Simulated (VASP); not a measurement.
Runs of VASP 6.6.1 on AlRu. Symmetry: Pm-3m, No. 221, cubic system. The conventional cell has a = 2.992 Å, b = 2.992 Å, c = 2.992 Å, α = 90.00°, β = 90.00°, γ = 90.00°. Around Ru (site symmetry m-3m) lie 8 Al at 2.59 Å. Around Al (site symmetry m-3m) lie 8 Ru at 2.59 Å. 

```csv
level,gap on the mesh (eV),pressure (GPa),relaxed volume (Å³/atom)
rev-vdW-DF2,none,0.0,13.38
vdW-DF2,none,0.0,14.28
optPBE-vdW,none,0.0,(b)
optB86b-vdW,none,0.0,13.37
optB88-vdW,none,0.0,13.52
vdW-DF-cx,none,0.0,(a)
vdW-DF,none,-0.1,13.93
BEEF-vdW,none,0.0,(c)
```

Alike in all rows: task relaxation of cell and atoms; potentials or basis VASP PAW PBE potentials, release 64 (Ru_pv, Al); no spin polarisation; cell relaxed; k mesh 9 × 9 × 9; cutoff (eV) 600; smearing fermi-dirac 0.05 eV.

Question: Fill in the values left out.

Answer: (a) 13.27; (b) 13.64; (c) 13.62.

Caveats: the PAW data sets were made with another functional, which shifts forces and pressure a little.

A k mesh can miss the band edges, and the runs leave out spin-orbit coupling on Ru.

A gap of «none» marks a metal or a gap under the smearing width.
